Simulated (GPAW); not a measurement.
The system is SnSe2.

```
Sn Se
1.0
     3.81100    0.00000    0.00000
    -1.90550    3.30042    0.00000
     0.00000    0.00000    6.13600
Sn Se
1 2
Direct
  0.00000 0.00000 0.00000
  0.66667 0.33333 0.75100
  0.33333 0.66667 0.24900
```

Program: GPAW 26.7.0. Alike in all runs: potentials or basis GPAW PAW data sets (gpaw-data 1.2.1), pw; cell as given; smearing fermi-dirac 0.05 eV. Hardware: 1 thread of Arm Neoverse V2 (shared host).

Task: Order these runs on this cell by their wall time, lowest first.
A. task single point; level PBEsol0; spin off; k mesh 3 × 3 × 2; cutoff (eV) 450; maxiter 60; mesh quality coarse
B. task band structure; level vdW-DF-cx; spin SOC, no magnetisation; k mesh 6 × 6 × 3; cutoff (eV) 600; maxiter 150; band path GMKGALHA,LM,KH; band points 100; spin axis theta (degrees) 90; spin axis phi (degrees) 0; mesh quality not flagged
C. task band structure; level TASK; spin SOC, no magnetisation; k mesh 6 × 6 × 3; cutoff (eV) 600; maxiter 150; band path GMKGALHA,LM,KH; band points 80; spin axis theta (degrees) 90; spin axis phi (degrees) 0; mesh quality not flagged

Result: B (97 s), C (300 s), A (730 s).

Caveats: some runs use coarse meshes; spin-orbit coupling was added after a scalar SCF, so levels and gaps hold it while energy, forces, pressure and moments don't (some runs); exact exchange converges slowly with the k mesh, and this mesh is small (some runs).
